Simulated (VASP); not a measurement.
# Ga2O3 (C2/m) in VASP: a series of runs

The runs below take Ga2O3 through single point, with PBE.

All numbers are computed with VASP 6.6.1; they aren't measurements. Logs are shortened: lines on timing, memory, paths and dates and some standing lists are left out, and cuts for length are marked.

## (1) The structure

Symmetry: C2/m, No. 12, monoclinic system. The conventional cell has a = 12.214 Å, b = 3.037 Å, c = 5.798 Å, α = 90.00°, β = 103.83°, γ = 90.00°. Ga (site symmetry m) has 6 O at 1.94 to 2.07 Å as nearest neighbours. Ga (site symmetry m) has 4 O at 1.83 to 1.86 Å as nearest neighbours. O (site symmetry m) is surrounded by 3 Ga at 1.83 to 1.94 Å. Around O (site symmetry m) lie 4 Ga at 1.86 to 2.07 Å. Around O (site symmetry m) lie 3 Ga at 1.83 to 1.94 Å.

## (2) Single point, PBE

File INCAR:

```
PREC = Accurate
ENCUT = 460
EDIFF = 1E-7
ISMEAR = 0
SIGMA = 0.2
LREAL = False
LASPH = True
NELM = 100
ALGO = Normal
ISIF = 2
LWAVE = False
LCHARG = False
GGA = PE
NBANDS = 55
ADDGRID = False
```

File KPOINTS:

```
Automatic mesh
0
Gamma
  5 5 3
```

File POSCAR:

```
Ga2O3
1.0
    6.1070000000     -1.5185500000      0.0000000000
    6.1070000000      1.5185500000      0.0000000000
   -1.3859888959      0.0000000000      5.6300087380
Ga O
4 6
Direct
    0.3413400000      0.3413400000      0.6859800000
    0.6586600000      0.6586600000      0.3140200000
    0.9095000000      0.9095000000      0.2054000000
    0.0905000000      0.0905000000      0.7946000000
    0.5041000000      0.5041000000      0.7434000000
    0.4959000000      0.4959000000      0.2566000000
    0.8267000000      0.8267000000      0.4368000000
    0.1733000000      0.1733000000      0.5632000000
    0.8355000000      0.8355000000      0.8902000000
    0.1645000000      0.1645000000      0.1098000000
```

Potentials or basis: VASP PAW PBE potentials, release 64 (Ga_d, O).

Launch:

```bash
$ cat potpaw_PBE.64/Ga_d/POTCAR potpaw_PBE.64/O/POTCAR > POTCAR
$ mpirun -np 1 vasp_std > vasp.out
```

OUTCAR:

```text
PREC = Accurate
   ENCUT = 460
   EDIFF = 1E-7
   ISMEAR = 0
   LREAL = False
   LASPH = True
   NELM = 100
   ISIF = 2
   GGA = PE

 Found     24 irreducible k-points:

 Following reciprocal coordinates:
            Coordinates               Weight
  0.000000  0.000000  0.000000      1.000000
  0.200000 -0.000000 -0.000000      4.000000
  0.400000 -0.000000 -0.000000      4.000000
  0.200000  0.200000 -0.000000      2.000000
  0.400000  0.200000 -0.000000      4.000000
 -0.400000  0.200000  0.000000      4.000000
   k-points           NKPTS =     24   k-points in BZ     NKDIM =     24   number of bands    NBANDS=     55
   number of dos      NEDOS =    301   number of ions     NIONS =     10
   total plane-waves  NPLWV =  96768
   dimension x,y,z NGX =    48 NGY =   48 NGZ =   42
   dimension x,y,z NGXF=    96 NGYF=   96 NGZF=   84
   ions per type =               4   6
   NGX,Y,Z   is equivalent  to a cutoff of  12.68, 12.68, 12.04 a.u.
   NGXF,Y,Z  is equivalent  to a cutoff of  25.36, 25.36, 24.08 a.u.
 SYSTEM =  unknown system
   PREC   = accura    normal or accurate (medium, high low for compatibility)
   ISTART =      0    job   : 0-new  1-cont  2-samecut
   ICHARG =      2    charge: 1-file 2-atom 10-const
   ISPIN  =      1    spin polarized calculation?
   LNONCOLLINEAR =      F non collinear calculations
   LSORBIT =      F    spin-orbit coupling
   LASPH  =      T    aspherical Exc in radial PAW
   ENCUT  =  460.0 eV  33.81 Ry    5.81 a.u.  11.01 11.01 10.14*2*pi/ulx,y,z
   NELM   =    100;   NELMIN=  2; NELMDL= -5     # of ELM steps
   EDIFF  = 0.1E-06   stopping-criterion for ELM
   LREAL  =      F    real-space projection
   EDIFFG = 0.1E-05   stopping-criterion for IOM
   NSW    =      0    number of steps for IOM
   IBRION =     -1    ionic relax: 0-MD 1-quasi-New 2-CG
   NFREE  =      0    steps in history (QN), initial steepest desc. (CG)
   ISIF   =      2    stress and relaxation
   ISYM   =      2    0-nonsym 1-usesym 2-fastsym
   POTIM  = 0.5000    time-step for ionic-motion
   TEBEG  =    0.0;   TEEND  =   0.0 temperature during run
   PSTRESS=    0.0 pullay stress
   NELECT =      88.0000    total number of electrons
   NUPDOWN=      -1.0000    fix difference up-down
   EMIN   =  10.00;   EMAX   =-10.00  energy-range for DOS
   EFERMI =   0.00;   METHOD = LEGACY
   ISMEAR =     0;   SIGMA  =   0.20  broadening in eV -4-tet -1-fermi 0-gaus
   EFERMI_NEDOS =   21; number of points for ismear=-14 and -15
   IALGO  =     38    algorithm
   IMIX   =      4    mixing-type and parameters
     AMIX     =   0.40;   BMIX     =  1.00
     AMIX_MAG =   1.60;   BMIX_MAG =  1.00
  volume/ion in A,a.u.               =      10.44        70.47
  Fermi-wavevector in a.u.,A,eV,Ry     =   1.546335  2.922150 32.533613  2.391153
  Thomas-Fermi vector in A             =   2.651586
   LORBIT       =      0    0 simple, 1 ext, 2 COOP (PROOUT), +10 PAW based schemes
   GGA     = PE    functional components
   LHFCALC =     F    Hartree Fock is set to
   AEXX    =    0.0000 exact exchange contribution
   IVDW    =     0    specifies the selected vdW correction
   LEPSILON=     F    determine dielectric tensor
   LRPA    =     F    only Hartree local field effects (RPA)
 non-spin polarized calculation
 Gauss-broadening in eV      SIGMA  =   0.20
  energy-cutoff  :      460.00
  volume of cell :      104.42
 maximum number of plane-waves:      2353
 NGX is ok and might be reduce to    48
   NGX = 21   NGY = 21   NGZ = 21

 number of electron      88.0000029 magnetization

 Free energy of the ion-electron system (eV)
  ---------------------------------------------------
  ext. energy  EPLUGINS =         0.00000000
  ---------------------------------------------------
  free energy    TOTEN  =       -59.51801113 eV

  energy without entropy =      -59.51801113  energy(sigma->0) =      -59.51801113

 E-fermi :   4.7832     XC(G=0): -11.6431

 val. band max:        3.8769013063   @ k =   0.0000   0.0000   0.0000
 cond. band min:       6.3203425487   @ k =   0.0000   0.0000   0.0000
 fundamental gap:      2.4434412424
 Fermi energy:         4.7831910222

 k-point     1 :       0.0000    0.0000    0.0000
  band No.  band energies     occupation
      1     -15.0559      2.00000
      2     -13.8894      2.00000
      3     -13.8553      2.00000
      4     -13.7331      2.00000
      5     -13.2597      2.00000
      6     -13.2453      2.00000
[... 47 lines left out ...]
     54      16.2956      0.00000
     55      16.6055      0.00000

 k-point     2 :       0.2000   -0.0000   -0.0000
  band No.  band energies     occupation
      1     -14.7565      2.00000
      2     -13.8368      2.00000
      3     -13.7763      2.00000
      4     -13.5724      2.00000
      5     -13.2653      2.00000
      6     -13.2462      2.00000
[... 47 lines left out ...]
     54      14.9098      0.00000
     55      15.2037      0.00000

 k-point     3 :       0.4000   -0.0000   -0.0000
  band No.  band energies     occupation
      1     -14.1022      2.00000
      2     -13.7290      2.00000
      3     -13.6200      2.00000
      4     -13.5161      2.00000
      5     -13.2470      2.00000
      6     -13.2436      2.00000
[... 47 lines left out ...]
     54      15.3691      0.00000
     55      15.7043      0.00000

 k-point     4 :       0.2000    0.2000   -0.0000
  band No.  band energies     occupation
      1     -14.9827      2.00000
      2     -14.1087      2.00000
      3     -13.8813      2.00000
      4     -13.5707      2.00000
      5     -13.2660      2.00000
      6     -13.2448      2.00000
[... 47 lines left out ...]
     54      16.3175      0.00000
     55      16.3797      0.00000

 k-point     5 :       0.4000    0.2000   -0.0000
  band No.  band energies     occupation
      1     -14.6284      2.00000
      2     -14.0973      2.00000
      3     -13.7627      2.00000
      4     -13.4754      2.00000
      5     -13.2656      2.00000
      6     -13.2452      2.00000
[... 47 lines left out ...]
     54      15.0320      0.00000
     55      15.4671      0.00000

 k-point     6 :      -0.4000    0.2000    0.0000
  band No.  band energies     occupation
      1     -13.9962      2.00000
      2     -13.8529      2.00000
      3     -13.5860      2.00000
      4     -13.5458      2.00000
      5     -13.2435      2.00000
      6     -13.2412      2.00000
[... 47 lines left out ...]
     54      15.2098      0.00000
     55      15.7039      0.00000

 [... further k-points ...]

------------------------ aborting loop because EDIFF is reached ----------------------------------------

  FORCE on cell =-STRESS in cart. coord.  units (eV):
  Direction    XX          YY          ZZ          XY          YZ          ZX
  --------------------------------------------------------------------------------------
  -------------------------------------------------------------------------------------
  Total        5.8281603      6.5689237      5.6833594      0.0000000      0.0000000      0.0975281
  in kB       89.4223312    100.7879745     87.2006302      0.0000000      0.0000000      1.4963876
  external PRESSURE =      92.4703119 kB  Pullay stress =       0.0000000 kB

 VOLUME and BASIS-vectors are now :
 -----------------------------------------------------------------------------
  energy-cutoff  :      460.00
  volume of cell :      104.42
      direct lattice vectors                 reciprocal lattice vectors
     6.107000000 -1.518550000  0.000000000     0.081873260 -0.329261467  0.020155462
     6.107000000  1.518550000  0.000000000     0.081873260  0.329261467  0.020155462
    -1.385988896  0.000000000  5.630008738     0.000000000  0.000000000  0.177619618

 POSITION                                       TOTAL-FORCE (eV/Angst)
 -----------------------------------------------------------------------------------
      3.21837      0.00000      3.86207         0.032158      0.000000     -0.057686
      7.60965      0.00000      1.76794        -0.032158      0.000000      0.057686
     10.82395      0.00000      1.15640        -0.108733      0.000000     -0.070496
      0.00406      0.00000      4.47360         0.108733      0.000000      0.070496
      5.12673      0.00000      4.18535        -0.163946      0.000000     -0.056427
      5.70128      0.00000      1.44466         0.163946      0.000000      0.056427
      9.49191      0.00000      2.45919         0.031070      0.000000      0.046649
      1.33610      0.00000      3.17082        -0.031070      0.000000     -0.046649
      8.97099      0.00000      5.01183        -0.221710      0.000000      0.100163
      1.85702      0.00000      0.61817         0.221710      0.000000     -0.100163
 -----------------------------------------------------------------------------------
    total drift:                                0.000000      0.000000      0.000000

  FREE ENERGIE OF THE ION-ELECTRON SYSTEM (eV)
  ---------------------------------------------------
  free  energy   TOTEN  =       -59.5180111312 eV

  energy  without entropy=      -59.5180111312  energy(sigma->0) =      -59.51801113
```

Wall time 2.1 min (1 thread of Intel Xeon 6975P-C (Granite Rapids), shared host); peak memory 0.31 GiB.

The run converged, but some of its settings lie outside the range that counts as converged, so its numbers aren't taken as properties of the crystal.

What came out:

```yaml
Free_energy: -59.5180 eV
Pressure: 9.2 GPa
Largest_force: 0.243 eV/Å
Band_gap_on_the_k_mesh: 2.44 eV, direct
```

Caveat: the k mesh is coarse (spacing up to 0.43 Å⁻¹), so the values aren't converged; the cutoff is under 1.25 times the usual one of these potentials, so pressure, stress and relaxed cells hold a basis-set (Pulay) error.

## (3) Single point, PBE

Changes to INCAR since step 2:

```diff
@@ -4,3 +4,3 @@
 ISMEAR = 0
-SIGMA = 0.2
+SIGMA = 0.01
 LREAL = False
```

KPOINTS is that of step 2.

POSCAR is that of step 2.

Potentials or basis: VASP PAW PBE potentials, release 64 (Ga_d, O).

Launch:

```bash
$ cat potpaw_PBE.64/Ga_d/POTCAR potpaw_PBE.64/O/POTCAR > POTCAR
$ mpirun -np 1 vasp_std > vasp.out
```

Wall time 2.1 min (1 thread of Intel Xeon 6975P-C (Granite Rapids), shared host); peak memory 0.31 GiB.

These settings aren't checked as converged: the numbers below hold their error.

Results:

- Free energy: -59.5180 eV
- Pressure: 9.2 GPa
- Largest force: 0.243 eV/Å
- Band gap on the k mesh: 2.44 eV, direct

Caveat: the k mesh is coarse (spacing up to 0.43 Å⁻¹), so the values aren't converged; the cutoff is under 1.25 times the usual one of these potentials, so pressure, stress and relaxed cells hold a basis-set (Pulay) error.

## (4) Single point, PBE

Changes to INCAR since step 3:

```diff
@@ -1,2 +1,2 @@
-PREC = Accurate
+PREC = Normal
 ENCUT = 460
@@ -4,3 +4,3 @@
 ISMEAR = 0
-SIGMA = 0.01
+SIGMA = 0.05
 LREAL = False
```

KPOINTS is that of step 3.

POSCAR is that of step 3.

Potentials or basis: VASP PAW PBE potentials, release 64 (Ga_d, O).

Launch:

```bash
$ cat potpaw_PBE.64/Ga_d/POTCAR potpaw_PBE.64/O/POTCAR > POTCAR
$ mpirun -np 1 vasp_std > vasp.out
```

OUTCAR:

```text
PREC = Normal
   ENCUT = 460
   EDIFF = 1E-7
   ISMEAR = 0
   LREAL = False
   LASPH = True
   NELM = 100
   ISIF = 2
   GGA = PE

 Found     24 irreducible k-points:

 Following reciprocal coordinates:
            Coordinates               Weight
  0.000000  0.000000  0.000000      1.000000
  0.200000 -0.000000 -0.000000      4.000000
  0.400000 -0.000000 -0.000000      4.000000
  0.200000  0.200000 -0.000000      2.000000
  0.400000  0.200000 -0.000000      4.000000
 -0.400000  0.200000  0.000000      4.000000
   k-points           NKPTS =     24   k-points in BZ     NKDIM =     24   number of bands    NBANDS=     55
   number of dos      NEDOS =    301   number of ions     NIONS =     10
   total plane-waves  NPLWV =  38880
   dimension x,y,z NGX =    36 NGY =   36 NGZ =   30
   dimension x,y,z NGXF=    72 NGYF=   72 NGZF=   60
   ions per type =               4   6
   NGX,Y,Z   is equivalent  to a cutoff of   9.51,  9.51,  8.60 a.u.
   NGXF,Y,Z  is equivalent  to a cutoff of  19.02, 19.02, 17.20 a.u.
 SYSTEM =  unknown system
   PREC   = normal    normal or accurate (medium, high low for compatibility)
   ISTART =      0    job   : 0-new  1-cont  2-samecut
   ICHARG =      2    charge: 1-file 2-atom 10-const
   ISPIN  =      1    spin polarized calculation?
   LNONCOLLINEAR =      F non collinear calculations
   LSORBIT =      F    spin-orbit coupling
   LASPH  =      T    aspherical Exc in radial PAW
   ENCUT  =  460.0 eV  33.81 Ry    5.81 a.u.  11.01 11.01 10.14*2*pi/ulx,y,z
   NELM   =    100;   NELMIN=  2; NELMDL= -5     # of ELM steps
   EDIFF  = 0.1E-06   stopping-criterion for ELM
   LREAL  =      F    real-space projection
   EDIFFG = 0.1E-05   stopping-criterion for IOM
   NSW    =      0    number of steps for IOM
   IBRION =     -1    ionic relax: 0-MD 1-quasi-New 2-CG
   NFREE  =      0    steps in history (QN), initial steepest desc. (CG)
   ISIF   =      2    stress and relaxation
   ISYM   =      2    0-nonsym 1-usesym 2-fastsym
   POTIM  = 0.5000    time-step for ionic-motion
   TEBEG  =    0.0;   TEEND  =   0.0 temperature during run
   PSTRESS=    0.0 pullay stress
   NELECT =      88.0000    total number of electrons
   NUPDOWN=      -1.0000    fix difference up-down
[... 18 lines left out ...]
 non-spin polarized calculation
 Gauss-broadening in eV      SIGMA  =   0.05
  energy-cutoff  :      460.00
  volume of cell :      104.42
 maximum number of plane-waves:      2353
   NGX = 21   NGY = 21   NGZ = 21

 number of electron      88.0000077 magnetization

 Free energy of the ion-electron system (eV)
  ---------------------------------------------------
  ext. energy  EPLUGINS =         0.00000000
  ---------------------------------------------------
  free energy    TOTEN  =       -59.52046151 eV

  energy without entropy =      -59.52046151  energy(sigma->0) =      -59.52046151

 E-fermi :   4.1250     XC(G=0): -11.6430

 val. band max:        3.8766179113   @ k =   0.0000   0.0000   0.0000
 cond. band min:       6.3205548291   @ k =   0.0000   0.0000   0.0000
 fundamental gap:      2.4439369178
 Fermi energy:         4.1250415866

 k-point     1 :       0.0000    0.0000    0.0000
  band No.  band energies     occupation
      1     -15.0557      2.00000
      2     -13.8891      2.00000
      3     -13.8551      2.00000
      4     -13.7329      2.00000
      5     -13.2595      2.00000
      6     -13.2451      2.00000
[... 337 lines left out ...]
     54      15.2099      0.00000
     55      15.7040      0.00000

 [... further k-points ...]

------------------------ aborting loop because EDIFF is reached ----------------------------------------

  FORCE on cell =-STRESS in cart. coord.  units (eV):
  Direction    XX          YY          ZZ          XY          YZ          ZX
  --------------------------------------------------------------------------------------
  -------------------------------------------------------------------------------------
  Total        5.8489181      6.5713408      5.7289842      0.0000000      0.0000000      0.0909582
  in kB       89.7408219    100.8250610     87.9006582      0.0000000      0.0000000      1.3955846
  external PRESSURE =      92.8221804 kB  Pullay stress =       0.0000000 kB

 VOLUME and BASIS-vectors are now :
 -----------------------------------------------------------------------------
  energy-cutoff  :      460.00
  volume of cell :      104.42
      direct lattice vectors                 reciprocal lattice vectors
     6.107000000 -1.518550000  0.000000000     0.081873260 -0.329261467  0.020155462
     6.107000000  1.518550000  0.000000000     0.081873260  0.329261467  0.020155462
    -1.385988896  0.000000000  5.630008738     0.000000000  0.000000000  0.177619618

 POSITION                                       TOTAL-FORCE (eV/Angst)
 -----------------------------------------------------------------------------------
      3.21837      0.00000      3.86207         0.033781      0.000000     -0.056083
      7.60965      0.00000      1.76794        -0.033781      0.000000      0.056083
     10.82395      0.00000      1.15640        -0.108022      0.000000     -0.067528
      0.00406      0.00000      4.47360         0.108022      0.000000      0.067528
      5.12673      0.00000      4.18535        -0.162272      0.000000     -0.063345
      5.70128      0.00000      1.44466         0.162272      0.000000      0.063345
      9.49191      0.00000      2.45919         0.032621      0.000000      0.044192
      1.33610      0.00000      3.17082        -0.032621      0.000000     -0.044192
      8.97099      0.00000      5.01183        -0.222259      0.000000      0.105765
      1.85702      0.00000      0.61817         0.222259      0.000000     -0.105765
 -----------------------------------------------------------------------------------
    total drift:                                0.000000      0.000000      0.000000

  FREE ENERGIE OF THE ION-ELECTRON SYSTEM (eV)
  ---------------------------------------------------
  free  energy   TOTEN  =       -59.5204615069 eV

  energy  without entropy=      -59.5204615069  energy(sigma->0) =      -59.52046151
```

Run time: 61 s. Hardware: 1 thread of Intel Xeon 6975P-C (Granite Rapids), shared host; peak memory 0.23 GiB.

The run converged, but some of its settings lie outside the range that counts as converged, so its numbers aren't taken as properties of the crystal.

Results:

| Item | Value |
| --- | --- |
| Free energy | -59.5205 eV |
| Pressure | 9.3 GPa |
| Largest force | 0.246 eV/Å |
| Band gap on the k mesh | 2.44 eV, direct |

Caveat: the k mesh is coarse (spacing up to 0.43 Å⁻¹), so the values aren't converged; the cutoff is under 1.25 times the usual one of these potentials, so pressure, stress and relaxed cells hold a basis-set (Pulay) error.
